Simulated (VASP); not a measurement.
# AlN (Fm-3m) in VASP: further runs

One crystal, AlN, is run at these levels: PBE0; tasks: single point.

Program: VASP 6.6.1. These are calculated values, not measurements. Logs are shortened: lines on timing, memory, paths and dates and some standing lists are left out, and cuts for length are marked.

### Step 1. Starting point

The structure is cubic, space group Fm-3m (No. 225). The conventional cell has a = 4.098 Å, b = 4.098 Å, c = 4.098 Å, α = 90.00°, β = 90.00°, γ = 90.00°. Al (site symmetry m-3m) is surrounded by 6 N at 2.05 Å. N (site symmetry m-3m) has 6 Al at 2.05 Å as nearest neighbours.

The cell was built by a generator and needn't be a form met in nature.

### Step 2. Single point, PBE0

POSCAR reads:

```
AlN
1.0
    0.0000000000      2.0491148942      2.0491148942
    2.0491148942      0.0000000000      2.0491148942
    2.0491148942      2.0491148942      0.0000000000
Al N
1 1
Direct
    0.0000000000      0.0000000000      0.0000000000
    0.5000000000      0.5000000000      0.5000000000
```

INCAR.step1 reads:

```
SYSTEM = AlN
PREC = Accurate ; ENCUT = 520
EDIFF = 1E-5 ; ISMEAR = 0
SIGMA = 0.01 ; LREAL = .FALSE.
LASPH = .TRUE. ; NELM = 100
ALGO = Normal ; ISIF = 2
LWAVE = .TRUE. ; LCHARG = .FALSE.
GGA = PE ; NBANDS = 11
```

INCAR.step2 reads:

```
SYSTEM = AlN
PREC = Accurate ; ENCUT = 520
EDIFF = 1E-6 ; ISMEAR = 0
SIGMA = 0.01 ; LREAL = .FALSE.
LASPH = .TRUE. ; NELM = 100
ALGO = Normal ; ISIF = 2
LWAVE = .FALSE. ; LCHARG = .FALSE.
GGA = PE ; LHFCALC = .TRUE.
AEXX = 0.25 ; PRECFOCK = Normal
HFRCUT = -1 ; ISTART = 1
NBANDS = 11
```

KPOINTS reads:

```
regular mesh
0
G
  6 6 6
  0 0 0
```

Potentials or basis: VASP PAW PBE potentials, release 64 (Al, N).

Started as:

```sh
$ cat potpaw_PBE.64/Al/POTCAR potpaw_PBE.64/N/POTCAR > POTCAR
$ cp INCAR.step1 INCAR
$ mpirun -np 1 vasp_std > vasp.out
$ cp INCAR.step2 INCAR
$ mpirun -np 1 vasp_std > vasp.out
```

OUTCAR:

```text
SYSTEM = AlN
   PREC = Accurate
   ENCUT = 520
   EDIFF = 1E-6
   ISMEAR = 0
   LREAL = .FALSE.
   LASPH = .TRUE.
   NELM = 100
   ISIF = 2
   GGA = PE
   LHFCALC = .TRUE.
   AEXX = 0.25
   PRECFOCK = Normal
   ISTART = 1

 ion  position               nearest neighbor table
   1  0.000  0.000  0.000-   2 2.05   2 2.05   2 2.05   2 2.05   2 2.05   2 2.05
   2  0.500  0.500  0.500-   1 2.05   1 2.05   1 2.05   1 2.05   1 2.05   1 2.05

  LATTYP: Found a face centered cubic cell.
 ALAT       =     4.0982297884

  Lattice vectors:

 A1 = (   0.0000000000,   2.0491148942,   2.0491148942)
 A2 = (   2.0491148942,   0.0000000000,   2.0491148942)
 A3 = (   2.0491148942,   2.0491148942,   0.0000000000)

Analysis of symmetry for initial positions (statically):
=====================================================================
 Subroutine PRICEL returns:
 Original cell was already a primitive cell.

 Routine SETGRP: Setting up the symmetry group for a
 face centered cubic supercell.

 Subroutine GETGRP returns: Found 48 space group operations
 (whereof 48 operations were pure point group operations)
 out of a pool of 48 trial point group operations.

The static configuration has the point symmetry O_h .

Analysis of symmetry for dynamics (positions and initial velocities):
=====================================================================
 Subroutine PRICEL returns:
 Original cell was already a primitive cell.

 Routine SETGRP: Setting up the symmetry group for a
 face centered cubic supercell.

 Subroutine GETGRP returns: Found 48 space group operations
 (whereof 48 operations were pure point group operations)
 out of a pool of 48 trial point group operations.

The dynamic configuration has the point symmetry O_h .

 Subroutine INISYM returns: Found 48 space group operations
 (whereof 48 operations are pure point group operations),
 and found     1 'primitive' translations

----------------------------------------------------------------------------------------

                                     Primitive cell

  volume of cell :      17.2079

  direct lattice vectors                    reciprocal lattice vectors
     0.000000000  2.049114894  2.049114894    -0.244007792  0.244007792  0.244007792
     2.049114894  0.000000000  2.049114894     0.244007792 -0.244007792  0.244007792
     2.049114894  2.049114894  0.000000000     0.244007792  0.244007792 -0.244007792

  length of vectors
[... 90 lines left out ...]
   IALGO  =     38    algorithm
   IMIX   =      1    mixing-type and parameters
     AMIX     =   0.40;   BMIX     =  1.00
     AMIX_MAG =   1.60;   BMIX_MAG =  1.00
  volume/ion in A,a.u.               =       8.60        58.06
  Fermi-wavevector in a.u.,A,eV,Ry     =   1.268222  2.396592 21.883424  1.608386
  Thomas-Fermi vector in A             =   2.401328
   LORBIT       =      0    0 simple, 1 ext, 2 COOP (PROOUT), +10 PAW based schemes
   GGA     = PE    functional components
   LHFCALC =     T    Hartree Fock is set to
   PRECFOCK=normal    Normal, Fast or Accurate (Low or Medium for compatibility)
   ENCUT4O =  -1.0   cutoff for four orbital integrals eV
   NKREDX  =     1    reduce k-point grid by
   NKREDY  =     1    reduce k-point grid by
   NKREDZ  =     1    reduce k-point grid by
   AEXX    =    0.2500 exact exchange contribution
   HFSCREEN=    0.0000 screening length (either q_TF or 0.3 A-1)
   HFSCREENC=   0.0000 screening length for correlation (either q_TF or 0.3 A-1)
   ENCUTFOCK=  -1.0 apply spherical cutoff to Coloumb kernel
   IVDW    =     0    specifies the selected vdW correction
   LEPSILON=     F    determine dielectric tensor
   LRPA    =     F    only Hartree local field effects (RPA)
 non-spin polarized calculation
 Gauss-broadening in eV      SIGMA  =   0.01
  energy-cutoff  :      520.00
  volume of cell :       17.21
 maximum number of plane-waves:       475
 NGX is ok and might be reduce to    24
  NGX = 18; NGY = 18; NGZ = 18

 number of electron       8.0000001 magnetization

 Free energy of the ion-electron system (eV)
  ---------------------------------------------------
  ext. energy  EPLUGINS =         0.00000000
  ---------------------------------------------------
  free energy    TOTEN  =       -18.01237630 eV

  energy without entropy =      -18.01237630  energy(sigma->0) =      -18.01237630

 E-fermi :   8.3364     XC(G=0):  -9.5048

 val. band max:        8.2226143780   @ k =   0.0000   0.0000   0.0000
 cond. band min:      14.5301329594   @ k =   0.5000   0.5000   0.0000
 fundamental gap:      6.3075185814
 Fermi energy:         8.3364405419

 k-point     1 :       0.0000    0.0000    0.0000
  band No.  band energies     occupation
      1     -10.6622      2.00000
      2       8.2226      2.00000
      3       8.2226      2.00000
      4       8.2226      2.00000
      5      15.5448      0.00000
      6      22.6382      0.00000
      7      22.6382      0.00000
      8      22.6382      0.00000
      9      27.6953      0.00000
     10      28.3868      0.00000
     11      28.3868      0.00000
[... 197 lines left out ...]
 k-point    16 :      -0.3333    0.5000    0.1667
  band No.  band energies     occupation
      1      -6.2413      2.00000
      2       1.2668      2.00000
      3       3.4876      2.00000
      4       4.3795      2.00000
      5      17.0023      0.00000
      6      18.7008      0.00000
      7      23.2263      0.00000
      8      24.0136      0.00000
      9      28.5999      0.00000
     10      32.1928      0.00000
     11      35.5252      0.00000

------------------------ aborting loop because EDIFF is reached ----------------------------------------

  FORCE on cell =-STRESS in cart. coord.  units (eV):
  Direction    XX          YY          ZZ          XY          YZ          ZX
  --------------------------------------------------------------------------------------
  -------------------------------------------------------------------------------------
  Total       -1.3612102     -1.3612102     -1.3612102      0.0000000      0.0000000     -0.0000000
  in kB     -126.7380044   -126.7380044   -126.7380044      0.0000000      0.0000000     -0.0000000
  external PRESSURE =    -126.7380044 kB  Pullay stress =       0.0000000 kB

 VOLUME and BASIS-vectors are now :
 -----------------------------------------------------------------------------
  energy-cutoff  :      520.00
  volume of cell :       17.21
      direct lattice vectors                 reciprocal lattice vectors
     0.000000000  2.049114894  2.049114894    -0.244007792  0.244007792  0.244007792
     2.049114894  0.000000000  2.049114894     0.244007792 -0.244007792  0.244007792
     2.049114894  2.049114894  0.000000000     0.244007792  0.244007792 -0.244007792

 POSITION                                       TOTAL-FORCE (eV/Angst)
 -----------------------------------------------------------------------------------
      0.00000      0.00000      0.00000        -0.000000     -0.000000     -0.000000
      2.04911      2.04911      2.04911         0.000000      0.000000      0.000000
 -----------------------------------------------------------------------------------
    total drift:                               -0.000000     -0.000000     -0.000000

  FREE ENERGIE OF THE ION-ELECTRON SYSTEM (eV)
  ---------------------------------------------------
  free  energy   TOTEN  =       -18.0123763025 eV

  energy  without entropy=      -18.0123763025  energy(sigma->0) =      -18.01237630
```

OUTCAR.step1:

```text
SYSTEM = AlN
   PREC = Accurate
   ENCUT = 520
   EDIFF = 1E-5
   ISMEAR = 0
   LREAL = .FALSE.
   LASPH = .TRUE.
[... 436 lines left out ...]
      0.00000      0.00000      0.00000         0.000000     -0.000000     -0.000000
      2.04911      2.04911      2.04911        -0.000000      0.000000      0.000000
 -----------------------------------------------------------------------------------
    total drift:                               -0.000000     -0.000000      0.000000

  FREE ENERGIE OF THE ION-ELECTRON SYSTEM (eV)
  ---------------------------------------------------
  free  energy   TOTEN  =       -14.5348912966 eV

  energy  without entropy=      -14.5348912966  energy(sigma->0) =      -14.53489130
```

Wall time 5.8 min (1 thread of Intel Xeon Platinum 8259CL at 2.50GHz (Skylake/Cascade Lake), shared host); peak memory 0.14 GiB.

What came out:

| Property | Result |
| --- | --- |
| Free energy | -18.0124 eV |
| Pressure | -12.7 GPa |
| Band gap on the k mesh | 6.31 eV, indirect (least direct gap 7.32 eV) |

Caveat: the k mesh is coarse (spacing up to 0.44 Å⁻¹), so the values aren't converged, least of all with exact exchange; the PAW data sets were made with another functional, which shifts forces and pressure a little.

### Step 3. Single point, PBE0

This run uses another cell than the first one, of 7.61 Å³/atom, 0.885 times its volume.

POSCAR reads:

```
AlN
1.0
    0.0000000000      1.9670609010      1.9670609010
    1.9670609010      0.0000000000      1.9670609010
    1.9670609010      1.9670609010      0.0000000000
Al N
1 1
Direct
    0.0000000000      0.0000000000      0.0000000000
    0.5000000000      0.5000000000      0.5000000000
```

INCAR.step1 reads:

```
PREC = Accurate ; ENCUT = 520
EDIFF = 1E-5 ; ISMEAR = 0
SIGMA = 0.01 ; LREAL = False
LASPH = True ; NELM = 100
ALGO = Normal ; ISIF = 2
LWAVE = True ; NBANDS = 11
GGA = PE
```

INCAR.step2 reads:

```
PREC = Accurate ; ENCUT = 520
EDIFF = 1E-6 ; ISMEAR = 0
SIGMA = 0.01 ; LREAL = False
LASPH = True ; NELM = 100
ALGO = Normal ; ISIF = 2
LWAVE = False ; LCHARG = True
GGA = PE ; LHFCALC = True
AEXX = 0.25 ; PRECFOCK = Normal
HFRCUT = -1 ; LELF = True
LVHAR = True ; NBANDS = 11
ISTART = 1
```

KPOINTS reads:

```
regular mesh
0
Gamma
  6 6 6
```

Potentials or basis: VASP PAW PBE potentials, release 64 (Al, N).

Started as:

```sh
$ cat potpaw_PBE.64/Al/POTCAR potpaw_PBE.64/N/POTCAR > POTCAR
$ cp INCAR.step1 INCAR
$ mpirun -np 1 vasp_std > vasp.out
$ cp INCAR.step2 INCAR
$ mpirun -np 1 vasp_std > vasp.out
```

It took 2.8 min on 1 thread of Intel Xeon Platinum 8259CL at 2.50GHz (Skylake/Cascade Lake), shared host; peak memory 0.14 GiB.

Results (log left out):

```
Free energy            : -17.9649 eV
Pressure               : 23.6 GPa
Band gap on the k mesh : 7.25 eV, indirect (least direct gap 9.31 eV)
```

Levels at points of the mesh, in eV from the valence-band top:
```tsv
k point	band 1	band 2	band 3	band 4	band 5	band 6	band 7	band 8
(0.00, 0.00, 0.00)	-20.06	0.00	0.00	0.00	9.31	14.89	14.89	14.89
(0.50, 0.00, 0.00)	-16.22	-9.62	-1.33	-1.33	8.88	14.11	14.11	17.63
(0.50, 0.50, 0.00)	-15.04	-8.65	-3.29	-3.29	7.25	7.63	18.14	21.69
```

Caveat: the k mesh is coarse (spacing up to 0.46 Å⁻¹), so the values aren't converged, least of all with exact exchange; so large a pressure means that the cell lies far from this level's equilibrium, or that cutoff or potentials fall short; the potentials were made for another functional, which shifts forces and pressure. A k mesh can miss the band edges.
